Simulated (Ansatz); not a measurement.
# SnTe (Fm-3m) in Ansatz: settings compared

One crystal, SnTe, is run at these levels: PBE, PBEsol; tasks: single point.

Program: Ansatz 0.2.0. These are calculated values, not measurements. Logs are shortened: lines on timing, memory, paths and dates and some standing lists are left out, and cuts for length are marked.

### 1 Starting point

The structure is cubic, space group Fm-3m (No. 225). The conventional cell has a = 6.302 Å, b = 6.302 Å, c = 6.302 Å, α = 90.00°, β = 90.00°, γ = 90.00°. Te (site symmetry m-3m) has 6 Sn at 3.15 Å as nearest neighbours. Around Sn (site symmetry m-3m) lie 6 Te at 3.15 Å.

### 2 Single point, PBE

Contents of input.yaml:

```yaml
crystal:
  lattice:
    - [0.0, 3.15085, 3.15085]
    - [3.15085, 0.0, 3.15085]
    - [3.15085, 3.15085, 0.0]
  atoms:
    - { symbol: Te, position: [0.5, 0.5, 0.5] }
    - { symbol: Sn, position: [0.0, 0.0, 0.0] }
kpoints:
  mp_grid: { grid: [3, 3, 3] }
scf:
  occupations: { method: fermi_dirac, width: 0.03 }
hamiltonian:
  xc: pbe
  pseudopotentials: { kind: all_electron, lapw: { basis_error: 0.004 } }
output:
  forces: true
  stress: true
  eigenvalues: true
```

Potentials or basis: all-electron LAPW, scalar-relativistic.

On the command line:

```sh
$ ansatz run input.yaml --threads 1 --pin off --max-ram 3072MiB --backend cpu --events-out ev --progress --plain --runs-dir out
```

What it wrote:

```text
Warning: RAYON_NUM_THREADS=1 ignored (pool sized by the plan → 1); use --threads N
LAPW: plane waves up to 6.372 Å⁻¹, error target 4.0e-3 eV per atom; small_component_spin mean_spin; Sn in spheres of 1.596 Å, 22 of its electrons in bands, Dirac shells []; Te in spheres of 1.555 Å, 24 of its electrons in bands, Dirac shells [] (how accurate: hamiltonian.pseudopotentials.lapw.basis_error, Limitations)
Engine: ansatz 0.2.0, aarch64-unknown-linux-gnu
Pseudopotentials: kind: all_electron
Pseudopotential: Te, LAPW, valence charge 24, lapw/all_electron/scalar/gaussian/Te, Koelling and Harmon's equation, gaussian nucleus
Pseudopotential: Sn, LAPW, valence charge 22, lapw/all_electron/scalar/gaussian/Sn, Koelling and Harmon's equation, gaussian nucleus
Functional definition: PBE
  parameter kappa = 0.804
  parameter beta = 0.06672455060314922
  exchange = pbe_x(kappa = kappa, mu = beta*pi^2/3)
  correlation = pbe_c(beta = beta)
Crystal: 2 atoms, lattice volume = 62.562 Å³
Basis set: ecut = 154.7176072255624 eV, 283 PW (Γ), exchange–correlation at level 2
Bands: 28, of which v1, the nominal top of the filled ones, is band 23 counted from 1 (22 counted from 0)
Symmetry: 48 space group operations
Space group: Fm-3m (ITA 225), of the structure as read, at distance tolerance 4.0e-5 Å
k-points: 4 of 27
Non-local potential: Te, projectors of the file, none
Non-local potential: Sn, projectors of the file, none
Initial density: superposition of atomic densities (chi_scale 0.1, normalization cell, long waves kept (reshape's long-wave potential 0.00 eV rms))
Initial wavefunctions: plane waves of lowest kinetic energy (no species holds an atomic orbital)
Functional: x = pbe(κ = 0.804, μ = 0.2195149727645171), c = pbe(β = 0.06672455060314922)
iter 1 solved again at ethr=4.06e-4 eV; its pass at ethr=1.00e-1 eV (dr2=1.87e-1 eV) is discarded
SCF iter   1: F=—  HF=-352974.494748 eV  |F-HF|=—  |Δ(HF+E_count)|=         —  Δρ=1.19e-2  dr2=1.87e-1  ethr=4.06e-4  ⟨swp⟩=2.8  Hψ=717  notcnv=0
preconditioner: auto → none  [insulator: Δε(μ)=1.638 eV  Ē_g=17.548 eV  σ=0.030 eV  W_gap=1.00  n_scr=14 (ndim 8)  ℏωp=21.0 eV  f_vac=0.029  D(μ)=0.00/eV (n_scr^D=0)  ε∞_Penn≈2.4]
iter 2 solved again at ethr=1.82e-5 eV; its pass at ethr=4.06e-4 eV (dr2=8.37e-3 eV) is discarded
SCF iter   2: F=—  HF=-352974.446538 eV  |F-HF|=—  |Δ(HF+E_count)|=   4.82e-2  Δρ=3.97e-3  dr2=8.39e-3  ethr=1.82e-5  ⟨swp⟩=2.0  Hψ=580  notcnv=0
SCF iter   3: F=—  HF=-352974.443521 eV  |F-HF|=—  |Δ(HF+E_count)|=   3.02e-3  Δρ=2.35e-3  dr2=3.75e-3  ethr=1.82e-5  ⟨swp⟩=2.0  Hψ=345  notcnv=0
SCF iter   4: F=—  HF=-352974.444492 eV  |F-HF|=—  |Δ(HF+E_count)|=   9.71e-4  Δρ=8.18e-4  dr2=4.25e-4  ethr=8.15e-6  ⟨swp⟩=2.0  Hψ=332  notcnv=0
SCF iter   5: F=—  HF=-352974.444564 eV  |F-HF|=—  |Δ(HF+E_count)|=   7.22e-5  Δρ=1.38e-4  dr2=1.24e-5  ethr=9.24e-7  ⟨swp⟩=2.0  Hψ=332  notcnv=0
SCF iter   6: F=—  HF=-352974.444570 eV  |F-HF|=—  |Δ(HF+E_count)|=   5.83e-6  Δρ=1.29e-5  dr2=1.08e-7  ethr=2.70e-8  ⟨swp⟩=2.8  Hψ=336  notcnv=0
SCF iter   7: F=-352974.444570 eV  HF=-352974.444570 eV  |F-HF|=7.33e-9  |Δ(HF+E_count)|=   3.61e-8  Δρ=2.52e-6  dr2=4.70e-9  ethr=2.36e-10  ⟨swp⟩=2.8  Hψ=341  notcnv=0
SCF 1 converged in 7 iterations: F = -352974.444570 eV  dr2 = 4.70e-9
SCF converged after 7 iterations
Free energy (F): -352974.444570 eV
Harris-Foulkes:  -352974.444570 eV  (|F-HF|=7.33e-9)
Internal energy: -352974.444570 eV  (E = F + TS)
E sigma→0 (E₀):  -352974.444570 eV
Fermi energy:    12.205309 eV
--- Per-component energies (eV) ---
  E_band       = -1842.402666
  E_kinetic    = 372041.865785
  E_xc         = -9288.782113
  E_electrostatic = -715727.528242  (all electrons and nuclei)
  E_smearing   = -0.000000  (= −TS)
  E_closure    = 0.000000  (closes the sum)
  E_atoms      = -352966.846133  (free atoms, spherical and without spin; not in F)
  Σ components = -352974.444570   (vs F -352974.444570, Δ=0.00e0)
  Basis errors (estimates in eV, not in F): energy 1.3e-3 per atom: plane waves 1.2e-3 (6.9e-4 summed), levels above the bands 3.6e-68, relativity 1.2e-7, radial functions 7.5e-5, core shells 5.7e-10; eigenvalues (radial functions only) 1.7e-5; not estimated: angular momenta, meshes, grids; target (lapw.basis_error) 4.0e-3; muffin-tin radii Sn 1.596 Å, Te 1.555 Å
--- Forces (eV/Å), atoms counted from 1 ---
  atom   1  Te     0.00000000    -0.00000000     0.00000000
  atom   2  Sn    -0.00000000    -0.00000000     0.00000000
  max |Σ_I F_I| component: 1.17e-30 eV/Å
--- Stress (GPa, compression-positive) ---
        2.277929      -0.000000      -0.000000
       -0.000000       2.277929       0.000000
       -0.000000       0.000000       2.277929
  P = ⅓ Tr σ = 2.2779 GPa (22.779 kbar)
--- Band table (eV) ---
  k-point 0: bands = ["-147.6518", "-117.8806", "-97.6913", "-97.6913", "-97.6913", "-73.6659", "-73.6659", "-73.6659", "-25.0286", "-25.0286", "-25.0248", "-25.0248", "-25.0248", "-9.8890", "-9.8890", "-9.8830", "-9.8830", "-9.8830", "-0.7704", "7.3571", "9.8940", "9.8940", "9.8940", "15.3921", "15.3921", "15.3921", "16.8116", "16.8116"]
  k-point 1: bands = ["-147.6518", "-117.8806", "-97.6913", "-97.6913", "-97.6913", "-73.6659", "-73.6659", "-73.6659", "-25.0284", "-25.0284", "-25.0246", "-25.0243", "-25.0243", "-9.8934", "-9.8934", "-9.8819", "-9.8781", "-9.8781", "0.0617", "4.5582", "10.0913", "10.0913", "11.4393", "12.9944", "12.9944", "13.0495", "17.9129", "18.9097"]
  k-point 2: bands = ["-147.6518", "-117.8806", "-97.6913", "-97.6913", "-97.6913", "-73.6659", "-73.6659", "-73.6659", "-25.0288", "-25.0281", "-25.0251", "-25.0239", "-25.0239", "-9.9024", "-9.8858", "-9.8855", "-9.8752", "-9.8752", "0.3027", "5.3793", "8.4105", "8.6191", "8.6191", "14.5850", "15.8771", "16.3706", "16.3706", "20.2199"]
  k-point 3: bands = ["-147.6518", "-117.8806", "-97.6913", "-97.6913", "-97.6913", "-73.6659", "-73.6659", "-73.6659", "-25.0287", "-25.0282", "-25.0245", "-25.0240", "-25.0239", "-9.9001", "-9.8907", "-9.8809", "-9.8768", "-9.8749", "0.7896", "4.3489", "7.1558", "9.1545", "9.8543", "14.2440", "14.5564", "17.1118", "17.2310", "19.3444"]
```

Run time: 3.3 s. Hardware: 1 thread of Arm Neoverse N1, shared host; peak memory 0.21 GiB.

What came out:

```yaml
Free_energy: -352974.4446 eV
Pressure: 2.3 GPa
```

Caveat: the k mesh is coarse (spacing up to 0.58 Å⁻¹), so the values aren't converged; this odd mesh misses L, where the gap lies, so gap, dielectric constants and Born charges aren't listed. The run has no spin-orbit coupling, so splittings on Te are missing.

### 3 Single point, PBEsol

Contents of input.yaml:

```yaml
crystal:
  lattice:
    - [0.0, 3.15085, 3.15085]
    - [3.15085, 0.0, 3.15085]
    - [3.15085, 3.15085, 0.0]
  atoms:
    - { symbol: Te, position: [0.5, 0.5, 0.5] }
    - { symbol: Sn, position: [0.0, 0.0, 0.0] }
kpoints:
  mp_grid: { grid: [7, 7, 7] }
scf:
  occupations: { method: gaussian, width: 0.05 }
hamiltonian:
  xc: pbesol
  pseudopotentials: { kind: all_electron, lapw: { basis_error: 0.001 } }
output:
  forces: true
  stress: true
  eigenvalues: true
```

Potentials or basis: all-electron LAPW, scalar-relativistic.

On the command line:

```sh
$ ansatz run input.yaml --threads 1 --pin off --max-ram 3072MiB --backend cpu --events-out ev --progress --plain --runs-dir out
```

What it wrote:

```text
Warning: RAYON_NUM_THREADS=1 ignored (pool sized by the plan → 1); use --threads N
LAPW: plane waves up to 6.974 Å⁻¹, error target 1.0e-3 eV per atom; small_component_spin mean_spin; Sn in spheres of 1.592 Å, 22 of its electrons in bands, Dirac shells []; Te in spheres of 1.559 Å, 24 of its electrons in bands, Dirac shells [] (how accurate: hamiltonian.pseudopotentials.lapw.basis_error, Limitations)
[... 3 set-up lines as earlier in the session ...]
[... 45 lines left out ...]
  max |Σ_I F_I| component: 9.86e-31 eV/Å
--- Stress (GPa, compression-positive) ---
       -0.369498      -0.000000      -0.000000
       -0.000000      -0.369498      -0.000000
       -0.000000      -0.000000      -0.369498
  P = ⅓ Tr σ = -0.3695 GPa (-3.695 kbar)
--- Band table (eV; the first three rows and the last of 20) ---
  k-point 0: bands = ["-147.5721", "-117.7631", "-97.6753", "-97.6753", "-97.6753", "-73.5971", "-73.5971", "-73.5971", "-25.1196", "-25.1196", "-25.1148", "-25.1148", "-25.1148", "-9.9131", "-9.9131", "-9.9064", "-9.9064", "-9.9064", "-0.9335", "7.1757", "9.7590", "9.7590", "9.7590", "15.2274", "15.2274", "15.2274", "16.6326", "16.6326"]
  k-point 1: bands = ["-147.5721", "-117.7631", "-97.6753", "-97.6753", "-97.6753", "-73.5971", "-73.5971", "-73.5971", "-25.1195", "-25.1195", "-25.1147", "-25.1146", "-25.1146", "-9.9141", "-9.9141", "-9.9061", "-9.9052", "-9.9052", "-0.7624", "6.3042", "9.7890", "9.7890", "10.3515", "14.3956", "14.3956", "14.4166", "16.5543", "17.0526"]
  k-point 2: bands = ["-147.5721", "-117.7631", "-97.6753", "-97.6753", "-97.6753", "-73.5971", "-73.5971", "-73.5971", "-25.1194", "-25.1194", "-25.1145", "-25.1144", "-25.1144", "-9.9167", "-9.9167", "-9.9054", "-9.9023", "-9.9023", "-0.2938", "4.8411", "9.9002", "9.9002", "11.0803", "13.1700", "13.1700", "13.2123", "17.2293", "18.2072"]
  k-point 19: bands = ["-147.5721", "-117.7631", "-97.6753", "-97.6753", "-97.6753", "-73.5971", "-73.5971", "-73.5971", "-25.1197", "-25.1191", "-25.1145", "-25.1141", "-25.1136", "-9.9257", "-9.9140", "-9.9043", "-9.9014", "-9.8961", "0.7029", "4.3942", "6.9280", "7.6505", "10.6668", "13.0676", "15.9875", "16.8971", "17.1309", "18.3445"]
```

Wall time 9.5 s (1 thread of Arm Neoverse N1, shared host); peak memory 0.27 GiB.

What came out:

```
Free energy : -352821.5358 eV
Pressure    : -0.4 GPa
```

Caveat: this odd mesh misses L, where the gap lies, so gap, dielectric constants and Born charges aren't listed. Spin-orbit coupling is left out, which matters for the levels of Te.

### 4 Single point, PBE

Edit input.yaml of step 3 so:

```diff
@@ -11,5 +11,5 @@
 scf:
-  occupations: { method: gaussian, width: 0.05 }
+  occupations: { method: gaussian, width: 0.021 }
 hamiltonian:
-  xc: pbesol
+  xc: pbe
   pseudopotentials: { kind: all_electron, lapw: { basis_error: 0.001 } }
```

On the command line:

```sh
$ ansatz run input.yaml --threads 1 --pin off --max-ram 3072MiB --backend cpu --events-out ev --progress --plain --runs-dir out
```

Run time: 9.6 s. Hardware: 1 thread of Arm Neoverse N1, shared host; peak memory 0.27 GiB.

It converged, with:

```yaml
Free_energy: -352974.3602 eV
Pressure: 2.2 GPa
```

Levels at points of the mesh, in eV from the Fermi level:
```tsv
k point	band 20	band 21	band 22	band 23	band 24	band 25	band 26	band 27
(0.00, 0.00, 0.00)	-4.77	-2.24	-2.24	-2.24	3.26	3.26	3.26	4.68
```

Caveat: this odd mesh misses L, where the gap lies, so gap, dielectric constants and Born charges aren't listed.

### 5 Summary

| level | k mesh | cutoff (eV) | smearing | basis error allowed | mesh quality | pressure (GPa) |
| --- | --- | --- | --- | --- | --- | --- |
| PBE | 3 × 3 × 3 | 155 | fermi-dirac 0.03 eV | 0.004 eV/atom | coarse | 2.3 |
| PBEsol | 7 × 7 × 7 | 185 | gaussian 0.05 eV | 0.001 eV/atom | not flagged | -0.4 |
| PBE | 7 × 7 × 7 | 185 | gaussian 0.021 eV | 0.001 eV/atom | not flagged | 2.2 |

Alike in all rows: task single point; potentials or basis all-electron LAPW, scalar-relativistic; no spin polarisation; cell as given.

Caveats: some runs use coarse meshes.

Compare energies only between runs with the same functional and basis.
